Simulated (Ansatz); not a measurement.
Something may be wrong with this Ansatz 0.2.0 calculation of Ca.

input.yaml

```yaml
crystal:
  lattice:
    - [-2.168314, 2.172016, 2.158847]
    - [2.172854, -2.174246, 2.165645]
    - [2.270597, 2.276529, -2.161086]
  atoms:
    - { symbol: Ca, position: [0.496291, 0.501182, -0.000837], spin: -0.38 }
kpoints:
  mp_grid: { grid: [9, 9, 9] }
scf:
  occupations: { method: gaussian, width: 0.05 }
  max_iter: 75
hamiltonian:
  xc: { exchange: pbe, correlation: lda }
  pseudopotentials:
    kind: all_electron
    lapw: { basis_error: 0.001 }
    nuclear_model: point
magnetization:
  spin_polarized: true
output:
  forces: true
  stress: true
  eigenvalues: true
total_charge: -4
```

Potentials or basis: all-electron LAPW, point nuclei.

Launch:

```console
$ ansatz run input.yaml --threads 1 --pin off --max-ram 2560MiB --backend cpu --events-out ev --progress --plain --runs-dir out
```

Output:

```text
Warning: RAYON_NUM_THREADS=1 ignored (pool sized by the plan → 1); use --threads N
LAPW: plane waves up to 4.903 Å⁻¹, error target 1.0e-3 eV per atom; small_component_spin mean_spin; Ca in spheres of 1.876 Å, 10 of its electrons in bands, Dirac shells [] (how accurate: hamiltonian.pseudopotentials.lapw.basis_error, Limitations)
Engine: ansatz 0.2.0, x86_64-unknown-linux-gnu
Pseudopotentials: kind: all_electron
Pseudopotential: Ca, LAPW, valence charge 10, lapw/all_electron/scalar/Ca, Koelling and Harmon's equation, point nucleus
Functional definition: unnamed
  exchange = pbe_x
  correlation = pw_c
Crystal: 1 atoms, lattice volume = 42.718 Å³
Basis set: ecut = 91.60668415924548 eV, 83 PW (Γ), exchange–correlation at level 2
Bands: 12, of which v1, the nominal top of the filled ones, is band 7 counted from 1 (6 counted from 0)
Symmetry: 2 space group operations
Space group: P-1 (ITA 2), of the structure as read, at distance tolerance 3.5e-5 Å
Magnetic group: BNS 2.4 (UNI 4), of the structure as read, at distance tolerance 3.5e-5 Å
k-points: 365 of 729
Non-local potential: Ca, projectors of the file, none
Initial density: superposition of atomic densities (chi_scale 0.1, normalization cell)
Starting moments: Σ|m| = 0.38 μB on 1 of 1 site
Initial wavefunctions: plane waves of lowest kinetic energy (no species holds an atomic orbital)
[... 30 lines left out ...]
Harris-Foulkes:  -18513.395321 eV  (|F-HF|=1.09e-11)
Internal energy: -18513.393613 eV  (E = F + TS)
E sigma→0 (E₀):  -18513.394467 eV
Entropy (-TS):   -0.001708 eV (-1.708 meV/atom)
Fermi energy:    6.360115 eV
--- Per-component energies (eV) ---
  E_band       = -149.994328
  E_kinetic    = 18733.316761
  E_xc         = -1042.631050
  E_electrostatic = -36204.079323  (all electrons and nuclei)
  E_smearing   = -0.001708  (= −TS)
  E_closure    = 0.000000  (closes the sum)
  E_deformation_potential = -41.718906  (in the stress; not in F)
  E_atoms      = -18534.509322  (free atoms, spherical and without spin; not in F)
  Σ components = -18513.395321   (vs F -18513.395321, Δ=0.00e0)
  Basis errors (estimates in eV, not in F): energy 7.5e-4 per atom: plane waves 7.1e-4 (3.8e-4 summed), levels above the bands 0.0e0, relativity 4.8e-9, radial functions 3.7e-5, core shells 5.3e-10; eigenvalues (radial functions only) 9.7e-6; not estimated: angular momenta, meshes, grids; target (lapw.basis_error) 1.0e-3; muffin-tin radii Ca 1.876 Å
--- Forces (eV/Å), atoms counted from 1 ---
  atom   1  Ca     0.00000000     0.00000000     0.00000000
  max |Σ_I F_I| component: 0.00e0 eV/Å
--- Stress (GPa, compression-positive) ---
      -44.552359      -1.169197      -0.050577
       -1.169197     -44.423369       0.028905
       -0.050577       0.028905     -45.077872
  P = ⅓ Tr σ = -44.6845 GPa (-446.845 kbar)
[... 6 lines left out ...]
```

**Question.** How did it end, and where is the flaw?

**Answer.** The calculation finished and met its thresholds. The input holds a flaw that was put in on purpose: a charge that the system can't hold (total_charge = -4). The program doesn't stop on it, so the numbers can't be trusted though the run ends normally.
